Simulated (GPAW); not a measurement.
Wanted: an ASE script for a GPAW 26.7.0 run.

| Property | Result |
| --- | --- |
| Task | single point |
| Functional | PBE |
| Potentials or basis | GPAW PAW data sets (gpaw-data 1.2.1) |
| Cutoff | 600 eV |
| Basis | pw |
| k mesh | 8 × 8 × 8 |
| Occupations | fermi-dirac, width 0.05 eV |
| Spin | no spin polarisation |
| Maxiter | 120 |
| Convergence | default |

YN:

```xyz
2
Lattice="0.0000 2.4385 2.4385 2.4385 0.0000 2.4385 2.4385 2.4385 0.0000" Properties=species:S:1:pos:R:3 pbc="T T T"
Y     0.0000    0.0000    0.0000
N     2.4385    2.4385    2.4385
```

These files were run (other wordings do the same):

run.py

```python
from ase import Atoms
from ase.dft.bandgap import bandgap
from ase.io import write
from ase.units import GPa
from gpaw import GPAW, PW

atoms = Atoms(['Y', 'N'],
              cell=[[0.0, 2.4385, 2.4385],
                    [2.4385, 0.0, 2.4385],
                    [2.4385, 2.4385, 0.0]],
              scaled_positions=[[0.0, 0.0, 0.0],
                                [0.5, 0.5, 0.5]],
              pbc=True)

calc = GPAW(mode=PW(600),
            xc='PBE',
            kpts={'size': (8, 8, 8), 'gamma': True},
            occupations={'name': 'fermi-dirac', 'width': 0.05},
            nbands=18,
            maxiter=120,
            txt='gpaw.txt')
atoms.calc = calc
energy = atoms.get_potential_energy()
forces = atoms.get_forces()
stress = atoms.get_stress()
calc.write('gs.gpw')
write('result.traj', atoms)
print(f'Energy: {energy:.6f} eV')
print('Forces (eV/A):')
print(forces.round(4))
print('Stress (GPa):', (stress / GPa).round(3))
print('Fermi level:', round(calc.get_fermi_level(), 4), 'eV')
print(f'Gap: {bandgap(calc)[0]:.4f} eV, direct: {bandgap(calc, direct=True)[0]:.4f} eV')
```

Potentials or basis: GPAW PAW data sets (gpaw-data 1.2.1), pw.

The run is started by

```sh
$ OMP_NUM_THREADS=1 python run.py
```

It gave:

| Item | Value |
| --- | --- |
| Pressure | -2.6 GPa |
| Band gap on the k mesh | 0.19 eV, indirect (least direct gap 0.58 eV) |

Caveat: the cutoff is short for stress and forces, so pressures can be off by a GPa or more.

Wall time 11 s on 1 thread of Arm Neoverse V1, with other jobs on the host, peak memory 0.14 GiB.
